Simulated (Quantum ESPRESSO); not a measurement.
Converging the SCF threshold: SrF₂ (I4mm, 3 atoms in the cell)

```
CELL_PARAMETERS angstrom
      0.00000     2.88550     2.88550
      2.88550     0.00000     2.88550
      2.88550     2.88550     0.00000
ATOMIC_POSITIONS crystal
  Sr 0.00866 0.00866 0.99134
  F  0.25000 0.25000 0.25000
  F  0.75000 0.75000 0.75000
```

Method of the run: PBE, PSlibrary ultrasoft (PBE) pseudopotentials (plane waves; Quantum ESPRESSO 7.5).

Base settings: ecutwfc = 55 Ry; ecutrho = 385 Ry; occupations = smearing; smearing = fermi-dirac; degauss = 0.00147 Ry; potentials = {Sr: Sr.pbe-spn-rrkjus_psl.1.0.0.UPF, F: F.pbe-n-rrkjus_psl.1.0.0.UPF}; K_POINTS = automatic 3 3 3 0 0 0; conv_thr = 1e-10 Ry; mixing_beta = 0.4.

The mesh stays at the base's, so the ladder's end is converged at best in this setting alone.

Only quantities that move along the ladder and can be compared are tabulated; the gap is left out on so coarse a mesh.

The count of work is k-points × plane waves × bands × iterations; it is no time. 

The starting cell has typed, rounded lattice constants, without a prior relaxation at this level. Its lattice was rescaled by up to half a per cent. One atom was moved a little off its site on purpose.

```tsv
conv_thr	free energy less the last step's (meV/atom)	pressure (GPa)	largest difference of a force vector from the last step's (eV/Å)	count of work / last
0.0073 Ry	2.03	0.11	0.025	0.23
0.00073 Ry	1.22	9.81	0.023	0.31
7.3e-05 Ry	0.05	4.08	0.009	0.38
7.3e-06 Ry	0.01	2.41	0.002	0.46
7.3e-07 Ry	0.00	2.74	0.001	0.54
7.3e-08 Ry	0.00	2.96	0.001	0.62
7.3e-09 Ry	0.00	2.91	0.000	0.77
7.3e-10 Ry	0.00	2.91	0.000	0.77
1e-10 Ry	0.00	2.91	0.000	0.85
7.3e-12 Ry	0.00	2.92	0.000	0.92
7.3e-14 Ry	0.00	2.92	0.000	1.0
```

Coarsest conv_thr that holds the forces within 0.005 eV/Å of the last step, with all finer ones: 7.3e-06 Ry; the step before is off by 0.009 eV/Å.

Coarsest conv_thr that holds the free energy within 1 meV/atom of the last step, with all finer ones: 7.3e-05 Ry, at 0.38 of the last step's count of work; the step before is off by 1.2 meV/atom.

Coarsest conv_thr that holds the pressure within 0.1 GPa of the last step, with all finer ones: 7.3e-08 Ry; the step before is off by 0.17 GPa.
